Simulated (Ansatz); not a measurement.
Sn, before and after

The guess for Sn was made by a generator: 4-, 6-connected net of one element (Pm-3m, No. 221). The dimensions are guesses.

start.cif

```cif
data_structure
_symmetry_space_group_name_H-M 'Pm-3m'
_symmetry_Int_Tables_number 221
_cell_length_a 5.5600
_cell_length_b 5.5600
_cell_length_c 5.5600
_cell_angle_alpha 90.000
_cell_angle_beta 90.000
_cell_angle_gamma 90.000
_cell_volume 171.88
loop_
_atom_site_label
_atom_site_type_symbol
_atom_site_symmetry_multiplicity
_atom_site_Wyckoff_symbol
_atom_site_fract_x
_atom_site_fract_y
_atom_site_fract_z
_atom_site_occupancy
Sn1 Sn 3 c 0.50000 0.50000 0.00000 1
Sn2 Sn 1 b 0.50000 0.50000 0.50000 1
Sn3 Sn 3 d 0.50000 0.00000 0.00000 1
```

Level of theory: Ansatz, DFT PBE, scalar-relativistic, plane waves, PAW. Cutoff 420 eV, Gaussian smearing, Γ-centred meshes. Cell and atoms relax first on a coarse mesh and then on a finer one. In between, the cell is made exact in the group found at 0.06 Å. In metals the finer mesh still leaves noise of several meV/atom or more. The steps can't lower the symmetry of their start. No spin polarisation.

end.cif

```cif
data_structure
_symmetry_space_group_name_H-M 'Pm-3m'
_symmetry_Int_Tables_number 221
_cell_length_a 6.0920
_cell_length_b 6.0920
_cell_length_c 6.0920
_cell_angle_alpha 90.000
_cell_angle_beta 90.000
_cell_angle_gamma 90.000
_cell_volume 226.09
loop_
_atom_site_label
_atom_site_type_symbol
_atom_site_symmetry_multiplicity
_atom_site_Wyckoff_symbol
_atom_site_fract_x
_atom_site_fract_y
_atom_site_fract_z
_atom_site_occupancy
Sn1 Sn 3 c 0.50000 0.50000 0.00000 1
Sn2 Sn 1 b 0.50000 0.50000 0.50000 1
Sn3 Sn 3 d 0.50000 0.00000 0.00000 1
```

The symmetry stays Pm-3m (No. 221). The volume per atom grows by 31.5 %, from 24.6 to 32.3 Å³. The shortest distance goes from 2.78 Å (Sn–Sn) to 3.05 Å (Sn–Sn). The energy falls by about 0.42 eV/atom (the start's value is from the coarse mesh).

```json
{
  "Volume per atom": "32.30 Å³",
  "Density": "6.10 g/cm³",
  "Energy over the standard state": "+0.21 eV/atom",
  "Gap on the 6×6×6 mesh of the 7-atom cell": "0 eV (a metal)"
}
```

Energies count from the standard state of Sn at the same level. The references include grey tin. So it is a metastable form at best.

The last run used Gaussian smearing of 0.10 eV. Symmetry constrained the relaxation, so the result can be a saddle point. In all, the 3 runs took 2.2 min on 1 thread of Arm Neoverse V1 (shared host). Another cell of Sn relaxed alike, in P-6m2, lies 20 meV/atom lower, so this cell isn't the stable form at this level.
